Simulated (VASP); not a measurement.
VASP inputs for BP (strained zincblende)

INCAR

```
PREC = Accurate
NELM = 120
SIGMA = 0.02
NBANDS = 11
LWAVE = .FALSE.
ISIF = 2
EDIFF = 1E-7
LREAL = .FALSE.
ENCUT = 520
NSW = 0
IBRION = -1
GGA = PE
ISMEAR = -1
LASPH = .TRUE.
LCHARG = .FALSE.
```

KPOINTS

```
KPOINTS created by Atomic Simulation Environment
0
Gamma
10 10 10
0 0 0
```

KPOINTS_OPT

```
special points
7
Reciprocal
0.0000000000 0.0000000000 0.0000000000 1
-0.5000000000 -0.5000000000 0.0000000000 1
-0.3750000000 -0.3750000000 0.2500000000 1
-0.3750000000 0.0000000000 0.3750000000 1
0.0000000000 0.0000000000 0.5000000000 1
-0.5000000000 -0.2500000000 0.2500000000 1
0.0000000000 0.4218750000 0.4218750000 1
```

POSCAR

```
B  P
 1.0000000000000000
     0.0000000000000000    2.2229493554999999    2.2229493554999999
     2.2229493554999999    0.0000000000000000    2.2229493554999999
     2.2229493554999999    2.2229493554999999    0.0000000000000000
 B   P
   1   1
Cartesian
  0.0000000000000000  0.0000000000000000  0.0000000000000000
  1.1114746777500000  1.1114746777500000  1.1114746777500000
```

VASP ran with the recommended PBE PAW datasets (8 valence electrons in the cell).

Predict the results.

gap between bands v and c 1.14 eV; least direct gap 3.50 eV; pressure 12.3 GPa.

Band v is the last that the valence electrons fill when counted band by band, and c is the next. Levels in eV from the top of v:

```json
{"point": "Γ", "v−1": "0.00", "v": "0.00", "c": "3.50", "c+1": "3.50"}
{"point": "X", "v−1": "-4.34", "v": "-4.34", "c": "1.21", "c+1": "1.60"}
{"point": "K", "v−1": "-6.62", "v": "-3.69", "c": "2.08", "c+1": "6.15"}
{"point": "L", "v−1": "-1.83", "v": "-1.83", "c": "4.16", "c+1": "4.75"}
{"point": "W", "v−1": "-6.03", "v": "-5.83", "c": "5.32", "c+1": "6.91"}
```
